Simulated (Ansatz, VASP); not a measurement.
**Two plane-wave programs on LiCl**

```
CELL_PARAMETERS angstrom
0.00000 2.56476 2.56476
2.48782 0.00000 2.56476
2.48782 2.56476 0.00000
ATOMIC_POSITIONS crystal
Li 0.00000 0.00000 0.00000
Cl 0.50000 0.50000 0.50000
```

Change from the starting cell: strain -0.0300 x Voigt [1, 0, 0, 0, 0, 0], atoms carried along.

Alike in both runs: task single point; functional PBE; k mesh 8 × 8 × 8; occupations gaussian, width 0.05 eV; no spin polarisation.

|  | VASP | Ansatz |
| --- | --- | --- |
| version | VASP 6.6.1 | Ansatz 0.2.0 |
| potentials or method | VASP PAW PBE potentials, release 64 (Li_sv, Cl) | scalar-relativistic, plane waves, PAW |
| plane-wave cutoff (eV) | 520 | 420 |
| valence electrons in the cell | 10 | 10 |

```tsv
	VASP	Ansatz	Ansatz less VASP
gap on the k mesh at the Fermi level (eV)	6.49	6.48	-0.013
least direct gap on the mesh (eV)	6.49	6.48	-0.013
```

With one functional, cell and mesh, what is left measures potentials, basis and numerics.

 A k mesh can miss the band edges.
